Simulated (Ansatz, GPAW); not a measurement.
SnTe: 3 runs at one level of theory

```
CELL_PARAMETERS angstrom
0.00000 3.15085 3.15085
3.15085 0.00000 3.15085
3.15085 3.15085 0.00000
ATOMIC_POSITIONS crystal
Te 0.50000 0.50000 0.50000
Sn 0.00000 0.00000 0.00000
```

Alike in all runs: task single point; functional PBE; k mesh 7 × 7 × 7; occupations gaussian, width 0.024 eV; no spin polarisation; no spin-orbit coupling. Pressure is positive in compression and, in plane waves, holds the error of the finite cutoff, which Ansatz's Pulay term estimates and takes out.

| program and potentials | plane-wave cutoff (eV) | notes | pressure (GPa) |
| --- | --- | --- | --- |
| Ansatz, Ansatz PAW | 420 | 15 valence electrons an atom on average; Pulay term of +0.03 GPa included | 2.23 |
| Ansatz, all-electron LAPW, scalar-relativistic | - | - | 2.23 |
| GPAW, GPAW PAW data sets (gpaw-data 1.2.1) | 600 | 10 valence electrons an atom on average | 1.95 |

The pressure spans 1.95 (GPAW, GPAW PAW data sets (gpaw-data 1.2.1)) to 2.23 GPa (Ansatz, all-electron LAPW, scalar-relativistic), with all-electron results at 2.23.

The functional is the same throughout but for its coding, so the spread measures potentials, basis and numerics; runs on potential files found faulty are left out.

All three calculations put this rocksalt cell under compression, so PBE would relax it to a larger volume. This is the expected behaviour for a heavy-element telluride: the gradient correction favours more inhomogeneous densities, which weakens the bonding and typically overestimates the lattice constant. The sign of the pressure is therefore a property of the functional at this volume, not of the potentials.

The Ansatz PAW result coincides with the all-electron value at 2.23 GPa, while GPAW gives a lower 1.95 GPa. The valence counts suggest that GPAW keeps the Te 4d shell in the core while the Ansatz potentials let it relax. That shell is deep and chemically almost inert, but its response to the crystal field and its overlap with the valence density can still enter the stress. Other differences in data-set construction, or a residual basis error, could equally contribute. Agreement at a single volume does not establish that the potentials also reproduce the all-electron compressibility.
